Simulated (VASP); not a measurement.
# HBr (Fmmm) in VASP: single point with PBEsol

Aim: the single point of HBr with PBEsol.

Everything below comes from runs of VASP 6.6.1. Logs are shortened: lines on timing, memory, paths and dates and some standing lists are left out, and cuts for length are marked.

### Step 1. The structure

Symmetry: Fmmm, No. 69, orthorhombic system. Conventional cell: a = 5.555 Å, b = 5.640 Å, c = 6.063 Å, α = 90.00°, β = 90.00°, γ = 90.00°. H (site symmetry mmm) has 6 Br at 2.78 to 3.03 Å as nearest neighbours. Around Br (site symmetry mmm) lie 6 H at 2.78 to 3.03 Å.

### Step 2. Single point, PBEsol

The input, INCAR:

```
SYSTEM = HBr
  ALGO = Fast
  EDIFF = 1E-7
  ENCUT = 520
  GGA = PS
  ISIF = 2
  ISMEAR = 0
  LASPH = .TRUE.
  LCHARG = .FALSE.
  LREAL = .FALSE.
  LWAVE = .FALSE.
  NBANDS = 11
  NELM = 100
  PREC = Accurate
  SIGMA = 0.01
```

The input, KPOINTS:

```
k-points
0
G
  5 5 5
  0 0 0
```

The input, POSCAR:

```
HBr
1.0
    0.0000000000      2.8200000000      3.0315000000
    2.7775000000      0.0000000000      3.0315000000
    2.7775000000      2.8200000000      0.0000000000
H Br
1 1
Direct
    0.0000000000      0.0000000000      0.0000000000
    0.5000000000      0.5000000000      0.5000000000
```

Potentials or basis: VASP PAW PBE potentials, release 64 (H, Br).

Command:

```console
> cat potpaw_PBE.64/H/POTCAR potpaw_PBE.64/Br/POTCAR > POTCAR
> mpirun -np 1 vasp_std > vasp.out
```

OUTCAR:

```text
SYSTEM = HBr
   EDIFF = 1E-7
   ENCUT = 520
   GGA = PS
   ISIF = 2
   ISMEAR = 0
   LASPH = .TRUE.
   LREAL = .FALSE.
   NELM = 100
   PREC = Accurate

 ion  position               nearest neighbor table
   1  0.000  0.000  0.000-
   2  0.500  0.500  0.500-

  LATTYP: Found a face centered orthorhombic cell.
 ALAT       =     5.5550000000
 B/A-ratio  =     1.0153015302
 C/A-ratio  =     1.0914491449

  Lattice vectors:

 A1 = (   0.0000000000,   2.8200000000,   3.0315000000)
 A2 = (   2.7775000000,   0.0000000000,   3.0315000000)
 A3 = (   2.7775000000,   2.8200000000,   0.0000000000)

Analysis of symmetry for initial positions (statically):
=====================================================================
 Subroutine PRICEL returns:
 Original cell was already a primitive cell.

 Routine SETGRP: Setting up the symmetry group for a
 face centered orthorhombic supercell.

 Subroutine GETGRP returns: Found  8 space group operations
 (whereof  8 operations were pure point group operations)
 out of a pool of  8 trial point group operations.

The static configuration has the point symmetry D_2h.

Analysis of symmetry for dynamics (positions and initial velocities):
=====================================================================
 Subroutine PRICEL returns:
 Original cell was already a primitive cell.

 Routine SETGRP: Setting up the symmetry group for a
 face centered orthorhombic supercell.

 Subroutine GETGRP returns: Found  8 space group operations
 (whereof  8 operations were pure point group operations)
 out of a pool of  8 trial point group operations.

The dynamic configuration has the point symmetry D_2h.

 Subroutine INISYM returns: Found  8 space group operations
 (whereof  8 operations are pure point group operations),
 and found     1 'primitive' translations

----------------------------------------------------------------------------------------

                                     Primitive cell

  volume of cell :      47.4888

  direct lattice vectors                    reciprocal lattice vectors
     0.000000000  2.820000000  3.031500000    -0.180018002  0.177304965  0.164934851
     2.777500000  0.000000000  3.031500000     0.180018002 -0.177304965  0.164934851
     2.777500000  2.820000000  0.000000000     0.180018002  0.177304965 -0.164934851

  length of vectors
     4.140337215  4.111508057  3.958144294     0.301740015  0.301740015  0.301740015

  position of ions in fractional coordinates (direct lattice)
     0.000000000  0.000000000  0.000000000
     0.500000000  0.500000000  0.500000000

  ion indices of the primitive-cell ions
   primitive index   ion index
                 1           1
                 2           2

----------------------------------------------------------------------------------------

 KPOINTS: k-points

Automatic generation of k-mesh.
 Grid dimensions read from file:
 generate k-points for:    5    5    5

 Generating k-lattice:

  Cartesian coordinates                     Fractional coordinates (reciprocal lattice)
    -0.036003600  0.035460993  0.032986970     0.200000000  0.000000000  0.000000000
     0.036003600 -0.035460993  0.032986970     0.000000000  0.200000000 -0.000000000
     0.036003600  0.035460993 -0.032986970     0.000000000 -0.000000000  0.200000000

  Length of vectors
     0.060348003  0.060348003  0.060348003

  Shift w.r.t. Gamma in fractional coordinates (k-lattice)
     0.000000000  0.000000000  0.000000000

 Subroutine IBZKPT returns following result:
 ===========================================

 Found     27 irreducible k-points:

 Following reciprocal coordinates:
            Coordinates               Weight
  0.000000  0.000000  0.000000      1.000000
  0.200000 -0.000000 -0.000000      8.000000
  0.400000 -0.000000  0.000000      8.000000
  0.200000  0.200000  0.000000      2.000000
  0.400000  0.200000  0.000000      8.000000
 -0.400000  0.200000  0.000000      8.000000
[... 16 lines left out ...]
 -0.400000  0.000000  0.400000      4.000000
 -0.400000  0.200000  0.400000      4.000000
 [... further k-points ...]
   k-points           NKPTS =     27   k-points in BZ     NKDIM =     27   number of bands    NBANDS=     11
   number of dos      NEDOS =    301   number of ions     NIONS =      2
   total plane-waves  NPLWV =  30720
   dimension x,y,z NGX =    32 NGY =   32 NGZ =   30
   dimension x,y,z NGXF=    64 NGYF=   64 NGZF=   60
   ions per type =               1   1
   NGX,Y,Z   is equivalent  to a cutoff of  12.85, 12.94, 12.60 a.u.
   NGXF,Y,Z  is equivalent  to a cutoff of  25.70, 25.88, 25.20 a.u.
 SYSTEM =  HBr
   PREC   = accura    normal or accurate (medium, high low for compatibility)
   ISTART =      0    job   : 0-new  1-cont  2-samecut
   ICHARG =      2    charge: 1-file 2-atom 10-const
   ISPIN  =      1    spin polarized calculation?
   LNONCOLLINEAR =      F non collinear calculations
   LSORBIT =      F    spin-orbit coupling
   LASPH  =      T    aspherical Exc in radial PAW
   ENCUT  =  520.0 eV  38.22 Ry    6.18 a.u.   7.70  7.64  7.36*2*pi/ulx,y,z
   NELM   =    100;   NELMIN=  2; NELMDL= -5     # of ELM steps
   EDIFF  = 0.1E-06   stopping-criterion for ELM
   LREAL  =      F    real-space projection
   EDIFFG = 0.1E-05   stopping-criterion for IOM
   NSW    =      0    number of steps for IOM
   IBRION =     -1    ionic relax: 0-MD 1-quasi-New 2-CG
   NFREE  =      0    steps in history (QN), initial steepest desc. (CG)
   ISIF   =      2    stress and relaxation
   ISYM   =      2    0-nonsym 1-usesym 2-fastsym
   POTIM  = 0.5000    time-step for ionic-motion
   TEBEG  =    0.0;   TEEND  =   0.0 temperature during run
   PSTRESS=    0.0 pullay stress
   NELECT =       8.0000    total number of electrons
   NUPDOWN=      -1.0000    fix difference up-down
   EMIN   =  10.00;   EMAX   =-10.00  energy-range for DOS
   EFERMI =   0.00;   METHOD = LEGACY
   ISMEAR =     0;   SIGMA  =   0.01  broadening in eV -4-tet -1-fermi 0-gaus
   EFERMI_NEDOS =   21; number of points for ismear=-14 and -15
   IALGO  =     68    algorithm
   IMIX   =      4    mixing-type and parameters
     AMIX     =   0.40;   BMIX     =  1.00
     AMIX_MAG =   1.60;   BMIX_MAG =  1.00
  volume/ion in A,a.u.               =      23.74       160.23
  Fermi-wavevector in a.u.,A,eV,Ry     =   0.904152  1.708599 11.122628  0.817490
  Thomas-Fermi vector in A             =   2.027564
   LORBIT       =      0    0 simple, 1 ext, 2 COOP (PROOUT), +10 PAW based schemes
   GGA     = PS    functional components
   LHFCALC =     F    Hartree Fock is set to
   AEXX    =    0.0000 exact exchange contribution
   IVDW    =     0    specifies the selected vdW correction
   LEPSILON=     F    determine dielectric tensor
   LRPA    =     F    only Hartree local field effects (RPA)
 non-spin polarized calculation
 RMM-DIIS sequential band-by-band and
 Gauss-broadening in eV      SIGMA  =   0.01
  energy-cutoff  :      520.00
  volume of cell :       47.49
 maximum number of plane-waves:      1299
   NGX = 15   NGY = 15   NGZ = 15

 number of electron       8.0000000 magnetization

 Free energy of the ion-electron system (eV)
  ---------------------------------------------------
  ext. energy  EPLUGINS =         0.00000000
  ---------------------------------------------------
  free energy    TOTEN  =        -2.79659786 eV

  energy without entropy =       -2.79637151  energy(sigma->0) =       -2.79648469

 E-fermi :  -2.0671     XC(G=0):  -7.7756

 val. band max:       -2.0752802386   @ k =  -0.2000   0.2000   0.0000
 cond. band min:      -2.0662389187   @ k =   0.0000   0.0000   0.0000
 fundamental gap:      0.0090413199
 Fermi energy:        -2.0671022320

 k-point     1 :       0.0000    0.0000    0.0000
  band No.  band energies     occupation
      1     -15.3425      2.00000
      2      -2.5213      2.00000
      3      -2.0662      0.90283
      4      -2.0302      0.00000
      5      -1.9420      0.00000
      6       7.7455      0.00000
      7       8.8582      0.00000
      8       9.4020      0.00000
      9       9.5045      0.00000
     10      11.4234      0.00000
     11      11.7532      0.00000

 k-point     2 :       0.2000   -0.0000   -0.0000
  band No.  band energies     occupation
      1     -15.2298      2.00000
      2      -3.9432      2.00000
      3      -2.0861      1.99275
      4      -2.0821      1.96590
      5      -0.8186      0.00000
      6       6.6393      0.00000
      7       8.7198      0.00000
      8       9.0389      0.00000
      9       9.4612      0.00000
     10      10.6902      0.00000
     11      10.8621      0.00000

 k-point     3 :       0.4000   -0.0000    0.0000
  band No.  band energies     occupation
      1     -15.0350      2.00000
      2      -5.0630      2.00000
      3      -2.2674      2.00000
      4      -2.1378      2.00000
      5      -0.0396      0.00000
      6       5.0833      0.00000
      7       7.7621      0.00000
      8       8.3856      0.00000
      9      10.5807      0.00000
     10      12.7554      0.00000
     11      13.0909      0.00000
[... 267 lines left out ...]
 k-point    23 :      -0.4000    0.0000    0.4000
  band No.  band energies     occupation
      1     -14.8885      2.00000
      2      -3.8963      2.00000
      3      -3.7834      2.00000
      4      -2.6234      2.00000
      5      -1.5239      0.00000
      6       6.5614      0.00000
      7       9.2191      0.00000
      8       9.7985      0.00000
      9      10.5479      0.00000
     10      13.0088      0.00000
     11      13.6040      0.00000

 k-point    24 :      -0.4000    0.2000    0.4000
  band No.  band energies     occupation
      1     -14.9059      2.00000
      2      -4.2387      2.00000
      3      -3.2831      2.00000
      4      -2.8262      2.00000
      5      -1.1760      0.00000
      6       7.1955      0.00000
      7       7.4555      0.00000
      8       9.1214      0.00000
      9      12.1723      0.00000
     10      12.2271      0.00000
     11      13.1787      0.00000

 [... further k-points ...]

------------------------ aborting loop because EDIFF is reached ----------------------------------------

  FORCE on cell =-STRESS in cart. coord.  units (eV):
  Direction    XX          YY          ZZ          XY          YZ          ZX
  --------------------------------------------------------------------------------------
  -------------------------------------------------------------------------------------
  Total       -3.1384933     -2.7542641     -1.5341008     -0.0000000      0.0000000      0.0000000
  in kB     -105.8866106    -92.9234687    -51.7575528     -0.0000000      0.0000000      0.0000000
  external PRESSURE =     -83.5225440 kB  Pullay stress =       0.0000000 kB

 VOLUME and BASIS-vectors are now :
 -----------------------------------------------------------------------------
  energy-cutoff  :      520.00
  volume of cell :       47.49
      direct lattice vectors                 reciprocal lattice vectors
     0.000000000  2.820000000  3.031500000    -0.180018002  0.177304965  0.164934851
     2.777500000  0.000000000  3.031500000     0.180018002 -0.177304965  0.164934851
     2.777500000  2.820000000  0.000000000     0.180018002  0.177304965 -0.164934851

 POSITION                                       TOTAL-FORCE (eV/Angst)
 -----------------------------------------------------------------------------------
      0.00000      0.00000      0.00000         0.000000      0.000000      0.000000
      2.77750      2.82000      3.03150        -0.000000      0.000000      0.000000
 -----------------------------------------------------------------------------------
    total drift:                               -0.000000     -0.000000      0.000000

  FREE ENERGIE OF THE ION-ELECTRON SYSTEM (eV)
  ---------------------------------------------------
  free  energy   TOTEN  =        -2.7965978616 eV

  energy  without entropy=       -2.7963715086  energy(sigma->0) =       -2.79648469
```

Run time: 8.4 s. Hardware: 1 thread of Intel Xeon 6975P-C (Granite Rapids), shared host; peak memory 0.17 GiB.

What came out:

```yaml
Free_energy: -2.7966 eV
Pressure: -8.4 GPa
Band_gap_on_the_k_mesh: none (metal or under the smearing width)
```

Levels at points of the mesh, in eV from the Fermi level:
```csv
k point,band 1,band 2,band 3,band 4,band 5,band 6,band 7,band 8,band 9
"(0.00, 0.00, 0.00)",-13.28,-0.45,0.00,0.04,0.13,9.81,10.93,11.47,11.57
```

Caveat: the k mesh is coarse (spacing up to 0.38 Å⁻¹), so the values aren't converged; the PAW data sets were made with another functional, which shifts forces and pressure a little.
